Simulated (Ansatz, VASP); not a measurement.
**BN: programs and potentials compared**

The starting cell:

```xyz
2
Lattice="0.0000 1.8130 1.8130 1.8130 0.0000 1.8130 1.8130 1.8130 0.0000" Properties=species:S:1:pos:R:3 pbc="T T T"
N     0.9065    0.9065    0.9065
B     0.0000    0.0000    0.0000
```

The cell is a database's computed one, not the measured one.

Alike in all runs: task relaxation of cell and atoms; functional revPBE; dispersion D4; k mesh 13 × 13 × 13; occupations fermi-dirac, width 0.05 eV; no spin polarisation; no spin-orbit coupling.

| program and potentials | plane-wave cutoff (eV) | notes | equilibrium volume (Å³/atom) |
| --- | --- | --- | --- |
| Ansatz, Ansatz PAW | 420 | potentials made for PBE, which Ansatz adapts in part | 5.81 |
| VASP, PBE PAW files B, N, 600 eV | 600 | potentials made for PBE | 5.81 |
| Ansatz, all-electron LAPW, scalar-relativistic | - | - | 5.81 |

All agree on the equilibrium volume. Some sets were made for another functional than the one run, which can shift their rows. Relaxations stop with a little pressure left, so the last digit of a volume isn't settled.

Differences between rows come from potentials, basis sets and numerical settings, since the functional is the same but for its coding. Runs on potential files found faulty are left out.

Both PAW treatments reproduce the all-electron volume of 5.81 Å³/atom for zincblende BN, so neither the frozen core nor the pseudized valence region introduces a visible error here. This is chemically reasonable: the B and N 1s shells are compact and lie far below the 2s and 2p states that form the polar covalent sp³ network, so they hardly respond to bonding. The stiffness of that network also helps, because a small spurious pressure changes the volume very little. The agreement is therefore a less severe test of the potentials than it would be in a soft solid.

The common volume lies slightly below the measured one for cubic BN. Part of this gap is expected, since a static relaxation omits zero-point motion, which expands a lattice of light atoms and stiff bonds. The D4 attraction probably also offsets the tendency of revPBE to make bonds too long. Agreement on this one dense phase doesn't show that the potentials would give the same energy difference between cubic and layered BN.
